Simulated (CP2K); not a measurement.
The system is TaN.

```
Ta N
1.0
     3.12728    0.00000    0.00000
     1.56364    2.70831    0.00000
     1.56364    0.90277    2.55342
Ta N
1 1
Direct
  0.50000 0.50000 0.50000
  0.00000 0.00000 0.00000
```

The cell comes from a database or a generator and needn't be the stable form of this composition.

Base run:

```yaml
Program: CP2K 2026.2
Functional: PBEsol
Potentials_or_basis: POTENTIAL_UZH Ta GTH-PBE-q13, N GTH-PBE-q5; TZVP-MOLOPT-PBE-GTH basis
Density_cutoff: 9184 eV
k_mesh: 10 × 10 × 10
Occupations: fermi-dirac, width 0.05 eV
Spin: no spin polarisation
```

Its results: band gap on the k mesh none (metal or under the smearing width); pressure -13.2 GPa.

**Question.** The run is repeated on the same cell with these changes: functional from PBEsol to PBE. What comes out?

**Answer.** Band gap on the k mesh none (metal or under the smearing width); pressure -5.8 GPa.

PBE binds less tightly than PBEsol, so the same cell stands under more pressure.

Caveats: the basis of atomic orbitals isn't converged, which shifts pressures, moduli and gaps; the potentials were made for another functional, which shifts forces and pressure (some runs).
